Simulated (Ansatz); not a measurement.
**SnO2 (Pnnm), a vibration from a frozen displacement**

Computed with DFT LDA, scalar-relativistic, plane waves, PAW (Ansatz). Cutoff 420 eV, Γ-centred 6×6×8 k-points, Gaussian smearing of 0.05 eV. No spin polarisation. Energies are free energies at this smearing, counted from the undisturbed cell; pressure is positive in compression.

Zero of the scan (relaxed at this level):

```
Sn O
1.0
     4.72127    0.00000    0.00000
     0.00000    4.72425    0.00000
     0.00000    0.00000    3.19002
Sn O
2 4
Cartesian
  2.3606 2.3621 1.5950
  0.0000 0.0000 0.0000
  1.4427 1.4483 0.0000
  3.8033 0.9138 1.5950
  0.9180 3.8104 1.5950
  3.2786 3.2759 0.0000
```

Atom 1 (Sn) is moved by x along the Cartesian unit vector (0.706, -0.708, 0.000); the cell and all other atoms stay fixed. The cell's volume is 71.15 Å³; the moved atoms weigh 118.710 u together and the others 182.706 u. Some rows repeat others by symmetry and weren't run.

```csv
x (Å),ΔE (meV/cell),total force on the moved atoms along the move (eV/Å),pressure (GPa)
-0.1000,122.55,2.5085,0.7991
-0.0900,98.82,2.2379,0.6444
-0.0800,77.77,1.9736,0.5067
-0.0700,59.33,1.7149,0.3865
-0.0600,43.46,1.4610,0.2820
-0.0500,30.10,1.2112,0.1939
-0.0400,19.22,0.9648,0.1212
-0.0300,10.80,0.7213,0.0655
-0.0200,4.79,0.4796,0.0264
0.0000,0.00,0.0000,-0.0052
0.0200,4.79,-0.4796,0.0264
0.0300,10.80,-0.7213,0.0655
0.0400,19.22,-0.9648,0.1212
0.0500,30.10,-1.2112,0.1939
0.0600,43.46,-1.4610,0.2820
0.0700,59.33,-1.7149,0.3865
0.0800,77.77,-1.9736,0.5067
0.0900,98.82,-2.2379,0.6444
0.1000,122.55,-2.5085,0.7991
```

Task: What frequency belongs to this motion?

Result: The force constant is k = −dF/dx = 23.982 eV/Å², from the parabola through x = -0.0200, 0 and 0.0200. In every cell the moved atoms swing against the rest, so the mass is μ = m₁m₂/(m₁ + m₂) = 71.957 u, and ν̃ = 521.5 cm⁻¹ × √(|k|/μ) = 301 cm⁻¹. The pattern needn't be a normal mode: ν̃² is then a weighted mean of the squared nonzero frequencies at the zone centre of this cell, taken without macroscopic field, so it lies between the lowest and the highest of them.

Task: How far does the harmonic law reach?

Result: At x = -0.100 Å, kx²/2 = 119.91 meV against the computed 122.55 meV (+2.2 %): the well is still close to harmonic there.

Task: The pressure changes with x². What does that say about the frequency under compression?

Result: With E = k(V)x²/2, k ∝ V^(−2γ) and x scaling with the cell as V^(1/3), P − P0 = −∂E/∂V = (2γ − 2/3) ΔE/V. At x = 0.0300 Å, V(P − P0) = 71.15 × 0.07067 / 160.2 eV = 31.38 meV and ΔE = 10.80 meV, so γ = 1/3 + V(P − P0)/(2ΔE) = 1.79. This is the Grüneisen parameter of the motion under uniform scaling of the cell: shrinking the cell evenly by 1 % in volume raises the frequency by about 1.79 %.

Cost: 10 runs of about 5.7 core-minutes in all, on Intel Xeon Processor @ 2.50GHz (Skylake/Cascade Lake) (shared hosts).